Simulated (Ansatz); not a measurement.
Set up this calculation in Ansatz 0.2.0, as the native input.

```yaml
Task: single point
Functional: PBE
Potentials_or_basis: all-electron LAPW, scalar-relativistic
Cutoff: 344 eV (chosen from the basis error)
Basis_error_allowed: 0.001 eV/atom
k_mesh: 10 × 10 × 10
Occupations: gaussian, width 0.03 eV
Spin: no spin polarisation
```

Crystal: HfN.

```
Hf N
1.0
     0.00000    2.25600    2.25600
     2.25600    0.00000    2.25600
     2.25600    2.25600    0.00000
Hf N
1 1
Direct
  0.00000 0.00000 0.00000
  0.50000 0.50000 0.50000
```

The input as run:

input.yaml

```yaml
crystal:
  lattice:
    - [0.0, 2.256, 2.256]
    - [2.256, 0.0, 2.256]
    - [2.256, 2.256, 0.0]
  atoms:
    - { symbol: Hf, position: [0.0, 0.0, 0.0] }
    - { symbol: "N", position: [0.5, 0.5, 0.5] }
kpoints:
  mp_grid: { grid: [10, 10, 10] }
scf:
  occupations: { method: gaussian, width: 0.03 }
hamiltonian:
  xc: pbe
  pseudopotentials: { kind: all_electron, lapw: { basis_error: 0.001 } }
output:
  forces: true
  stress: true
  eigenvalues: true
```

Potentials or basis: all-electron LAPW, scalar-relativistic.

Command:

```bash
$ ansatz run input.yaml --threads 1 --pin off --max-ram 3072MiB --backend cpu --events-out ev --progress --plain --runs-dir out
```

Results of the run:

```
Pressure               : 6.7 GPa
Band gap on the k mesh : none (metal or under the smearing width)
```

Wall time 13 s on 1 thread of Arm Neoverse V1, on a shared host, peak memory 0.33 GiB.
